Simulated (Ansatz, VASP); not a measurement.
# BaS in VASP and in Ansatz

INCAR

```
SYSTEM = BaS
PREC = Accurate
ENCUT = 520
EDIFF = 1E-6
ISMEAR = 0
SIGMA = 0.1
LREAL = .FALSE.
LASPH = .TRUE.
NELM = 60
ALGO = Normal
ISIF = 2
LWAVE = .FALSE.
LCHARG = .FALSE.
GGA = PE
NBANDS = 15
```

The input KPOINTS:

```
regular mesh
0
G
  4 4 4
  0 0 0
```

POSCAR

```
BaS
1.0
    0.0000000000      3.4258277582      3.4258277582
    3.4258277582      0.0000000000      3.4258277582
    3.4258277582      3.4258277582      0.0000000000
Ba S
1 1
Direct
    0.0000000000      0.0000000000      0.0000000000
    0.7500000000      0.7500000000      0.7500000000
```

Input for Ansatz:

```yaml
crystal:
  lattice:
    - [0.0, 3.4258277582, 3.4258277582]
    - [3.4258277582, 0.0, 3.4258277582]
    - [3.4258277582, 3.4258277582, 0.0]
  atoms:
    - { symbol: Ba, position: [0.0, 0.0, 0.0] }
    - { symbol: S, position: [0.75, 0.75, 0.75] }
basis:
  ecutwfc: 420
kpoints:
  mp_grid: { grid: [4, 4, 4] }
hamiltonian:
  xc: pbe
scf:
  occupations: { method: gaussian, width: 0.1 }
output:
  forces: true
  stress: true
  eigenvalues: true
```

Alike in both runs: task single point; functional PBE; k mesh 4 × 4 × 4; occupations gaussian, width 0.1 eV; no spin polarisation.

|  | VASP | Ansatz |
| --- | --- | --- |
| version | VASP 6.6.1 | Ansatz 0.2.0 |
| potentials or method | VASP PAW PBE potentials, release 64 (Ba_sv, S) | scalar-relativistic, plane waves, PAW |
| plane-wave cutoff (eV) | 520 | 420 |
| valence electrons in the cell | 16 | 16 |

Ansatz gave:

| Property | Result |
| --- | --- |
| gap on the k mesh at the Fermi level (eV) | 2.86 |
| least direct gap on the mesh (eV) | 3.45 |
| pressure (GPa) | 2.6 |

**Question.** Which values does VASP return?

**Answer.** gap on the k mesh at the Fermi level (eV): 2.88; least direct gap on the mesh (eV): 3.41; pressure (GPa): 3.1.

With one functional, cell and mesh, what is left measures potentials, basis and numerics.

Caveats: spin-orbit coupling is left out, which moves the levels of the heavy elements. A k mesh can miss the band edges.
